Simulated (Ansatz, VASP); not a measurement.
**P in two plane-wave programs**

Aim: how closely do two programs agree when they are given the same cell, functional and k mesh? The cell is taken from a series of runs on this material, whose earlier steps may have relaxed, scaled, displaced or heated it; both programs get it as it stands.

Method: plane waves, with VASP 6.6.1 beside it; HSE06, in Ansatz development build.

## Step 1: The structure

The cell holds 4 atoms: 4 P. Cell: a = 4.302 Å, b = 3.284 Å, c = 27.500 Å, α = 90.0°, β = 90.0°, γ = 90.0°. It derives from P. Vacuum lies along c.

Structure file:

```xyz
4
Lattice="4.3024 0.0000 0.0000 0.0000 3.2844 0.0000 0.0000 0.0000 27.5000" Properties=species:S:1:pos:R:3
P     1.8169    1.3084   12.6864
P     0.3343    2.9506   12.6864
P     3.9681    2.9506   14.8136
P     2.4855    1.3084   14.8136
```

## Step 2: VASP: single point, HSE06

A single point takes one fixed geometry, so differences don't come from the geometry; what else differs is listed under the comparison.

Lines of VASP's logs that name or quote its potential files are left out, and so is its time.

The run reads the wave functions of an earlier VASP run, which isn't shown here.

File INCAR:

```
SYSTEM = P
PREC = Accurate
ENCUT = 400
EDIFF = 1E-06
NELM = 100
ISMEAR = 0
SIGMA = 0.01
LREAL = .FALSE.
ALGO = Normal
LHFCALC = .TRUE.
AEXX = 0.25
GGA = PE
HFSCREEN = 0.208
LASPH = .TRUE.
NBANDS = 16
PRECFOCK = Fast
LORBIT = 11
LWAVE = .FALSE.
LCHARG = .FALSE.
KPAR = 2
NCORE = 4
ISIF = 2
LDIPOL = .TRUE.
IDIPOL = 3
DIPOL = 0.5 0.5 0.5
LVHAR = .TRUE.
```

File POSCAR:

```
P
1.0
    4.3024143438      0.0000000000      0.0000000000
    0.0000000000      3.2843681128      0.0000000000
    0.0000000000      0.0000000000     27.5000000000
P
4
Direct
    0.4222907784      0.3983795000      0.4613236730
    0.0777092216      0.8983795000      0.4613236730
    0.9222907784      0.8983795000      0.5386763270
    0.5777092216      0.3983795000      0.5386763270
```

File KPOINTS:

```
Automatic mesh
0
Gamma
4 4 1
0 0 0
```

Potentials, in the order of the species: P (PBE family, release 64).

Launch:

```sh
$ mpirun -np 8 vasp_std
```

Numbers of over 12 decimals in the logs are rounded to 6 here.

What it wrote:

```text
[banner, memory and clock lines left out]
running    8 mpi-ranks, on    1 nodes
 distrk:  each k-point on    4 cores,    2 groups
 distr:  one band on    4 cores,    1 groups

 POSCAR found type information on POSCAR P
 POSCAR found :  1 types and       4 ions
 LDA part: xc-table for (Slater+PW92), standard interpolation
 found WAVECAR, reading the header
 POSCAR, INCAR and KPOINTS ok, starting setup
 FFT: planning ... GRIDC
 FFT: planning ... GRID_SOFT
 FFT: planning ... GRID
 reading WAVECAR
 the WAVECAR file was read successfully
 initial charge from wavefunction
 entering main loop
       N       E                     dE             d eps       ncg     rms          rms(c)
DAV:   1    -0.256013517762E+02   -0.25601E+02   -0.64056E-01   360   0.468E+00    0.245E+00
DAV:   2    -0.256088247187E+02   -0.74729E-02   -0.33106E-02   376   0.102E+00    0.165E+00
DAV:   3    -0.256073654167E+02    0.14593E-02   -0.22360E-03   392   0.289E-01    0.100E+00
DAV:   4    -0.256068279091E+02    0.53751E-03   -0.63867E-04   400   0.143E-01    0.573E-01
DAV:   5    -0.256066825647E+02    0.14534E-03   -0.17324E-04   400   0.709E-02    0.323E-01
DAV:   6    -0.256066437215E+02    0.38843E-04   -0.37511E-05   392   0.345E-02    0.181E-01
DAV:   7    -0.256066357298E+02    0.79917E-05   -0.10478E-05   416   0.186E-02    0.100E-01
DAV:   8    -0.256066369227E+02   -0.11929E-05   -0.33393E-06   360   0.105E-02    0.557E-02
DAV:   9    -0.256066405723E+02   -0.36496E-05   -0.10580E-06   320   0.606E-03    0.318E-02
DAV:  10    -0.256066440374E+02   -0.34651E-05   -0.55570E-07   304   0.446E-03    0.182E-02
DAV:  11    -0.256066472141E+02   -0.31767E-05   -0.28659E-07   320   0.327E-03    0.102E-02
DAV:  12    -0.256066500377E+02   -0.28236E-05   -0.18845E-07   288   0.256E-03    0.555E-03
DAV:  13    -0.256066521764E+02   -0.21387E-05   -0.10903E-07   304   0.190E-03    0.300E-03
DAV:  14    -0.256066541441E+02   -0.19676E-05   -0.80135E-08   288   0.152E-03    0.161E-03
DAV:  15    -0.256066556477E+02   -0.15036E-05   -0.53146E-08   304   0.116E-03    0.965E-04
DAV:  16    -0.256066569357E+02   -0.12880E-05   -0.39755E-08   280   0.935E-04    0.704E-04
DAV:  17    -0.256066580561E+02   -0.11204E-05   -0.32018E-08   296   0.769E-04    0.608E-04
DAV:  18    -0.256066589325E+02   -0.87645E-06   -0.23349E-08   264   0.627E-04
   1 F= -.25606659E+02 E0= -.25606659E+02  d E =-.198697E-12
```

Parts of OUTCAR (step 2):

```text
ion  position               nearest neighbor table
   1  0.422  0.398  0.461-   2 2.21   2 2.21   4 2.23
   2  0.078  0.898  0.461-   1 2.21   1 2.21   3 2.23
   3  0.922  0.898  0.539-   4 2.21   4 2.21   2 2.23
   4  0.578  0.398  0.539-   3 2.21   3 2.21   1 2.23

  LATTYP: Found a simple orthorhombic cell.
 ALAT       =     3.2843681128
 B/A-ratio  =     1.3099671523
 C/A-ratio  =     8.3729956739

 Subroutine GETGRP returns: Found  8 space group operations
 (whereof  2 operations were pure point group operations)

The static configuration has the point symmetry C_2 .
 The point group associated with its full space group is D_2h.

 Found      9 irreducible k-points:

   k-points           NKPTS =      9   k-points in BZ     NKDIM =     16   number of bands    NBANDS=     16

   dimension x,y,z NGX =    28 NGY =   24 NGZ =  180
   dimension x,y,z NGXF=    56 NGYF=   48 NGZF=  360

   ENCUT  =  400.0 eV  29.40 Ry    5.42 a.u.   7.02  5.36 44.85*2*pi/ulx,y,z

   NELECT =      20.0000    total number of electrons

 k-points in reciprocal lattice and weights: Automatic mesh
   0.00000000  0.00000000  0.00000000       0.062
   0.25000000  0.00000000  0.00000000       0.125
   0.50000000  0.00000000  0.00000000       0.062
   0.00000000  0.25000000  0.00000000       0.125
   0.25000000  0.25000000  0.00000000       0.250
   0.50000000  0.25000000  0.00000000       0.125
   0.00000000  0.50000000  0.00000000       0.062
   0.25000000  0.50000000  0.00000000       0.125
   0.50000000  0.50000000  0.00000000       0.062

  exchange ACFDT corr.  =         0.00000000  see jH, gK, PRB 81, 115126

 dipolmoment           0.000000      0.000000      0.000000 electrons x Angstroem

 average (electrostatic) potential at core
       1 -88.2754       2 -88.2754       3 -88.2754       4 -88.2754

 E-fermi :  -3.0092

 k-point     1 :       0.0000    0.0000    0.0000
  band No.  band energies     occupation
    ...
      6      -7.9167      2.00000
      7      -7.0180      2.00000
      8      -5.3303      2.00000
      9      -5.0468      2.00000
     10      -3.0554      2.00000
     11      -1.8028      0.00000
     12      -0.8212      0.00000
     13       0.6349      0.00000
     14       1.5190      0.00000
     15       1.8023      0.00000
    ...

 k-point     2 :       0.2500    0.0000    0.0000
  band No.  band energies     occupation
    ...
      6      -6.7724      2.00000
      7      -6.6999      2.00000
      8      -5.2385      2.00000
      9      -4.6799      2.00000
     10      -3.5680      2.00000
     11      -0.6808      0.00000
     12      -0.2775      0.00000
     13      -0.0393      0.00000
     14       0.9553      0.00000
     15       2.3101      0.00000
    ...

 k-point     3 :       0.5000    0.0000    0.0000
  band No.  band energies     occupation
    ...
      6      -6.6669      2.00000
      7      -5.9200      2.00000
      8      -5.9200      2.00000
      9      -3.9718      2.00000
     10      -3.9718      2.00000
     11      -0.1574      0.00000
     12      -0.1574      0.00000
     13       1.1511      0.00000
     14       1.1511      0.00000
     15       1.3777      0.00000
    ...

  Total        0.3693845      1.6322431     -0.8157652      0.0000000      0.0000000     -0.0000000
  in kB        1.5229741      6.7297458     -3.3634037      0.0000000      0.0000000     -0.0000000
  external PRESSURE =       1.6297721 kB  Pullay stress =       0.0000000 kB

  energy-cutoff  :      400.00
  volume of cell :      388.59
      direct lattice vectors                 reciprocal lattice vectors
     4.302414344  0.000000000  0.000000000     0.232427637  0.000000000  0.000000000
     0.000000000  3.284368113  0.000000000     0.000000000  0.304472570  0.000000000
     0.000000000  0.000000000 27.500000000     0.000000000  0.000000000  0.036363636

 POSITION                                       TOTAL-FORCE (eV/Angst)
 -----------------------------------------------------------------------------------
      1.81687      1.30842     12.68640        -0.242282      0.000000      0.186571
      0.33434      2.95061     12.68640         0.242282     -0.000000      0.186571
      3.96808      2.95061     14.81360        -0.242282     -0.000000     -0.186571
      2.48554      1.30842     14.81360         0.242282      0.000000     -0.186571
 -----------------------------------------------------------------------------------
    total drift:                               -0.000001      0.000002      0.000015

  FREE ENERGIE OF THE ION-ELECTRON SYSTEM (eV)
  ---------------------------------------------------
  free  energy   TOTEN  =       -25.6066589325 eV

  energy  without entropy=      -25.6066589325  energy(sigma->0) =      -25.60665893

 vacuum level on the upper side and lower side of the slab         2.133         2.133

 total charge
# of ion       s       p       d       tot
------------------------------------------
    1        1.076   1.403   0.000   2.479
    2        1.076   1.403   0.000   2.479
    3        1.076   1.403   0.000   2.479
    4        1.076   1.403   0.000   2.479
--------------------------------------------------
tot          4.305   5.610   0.000   9.916

[... 3 further parts left out ...]
```

The k-mesh is coarse for exact exchange; levels may shift by about 0.1 eV on a finer one.

(Part 1 of 2 ends here.)

[Lines on the potential files, build, host, timing and source positions are cut from VASP's logs without a mark.]

[Logs are printed without paths, hosts, clocks, repeated set-up lines and the standing remarks that a program may print on its own settings, such as how far it seeks lower states.]

[Hosts, paths, dates, database ids (printed as entryN), source tags and the programs' standing remarks are cut or masked in the printed files.]
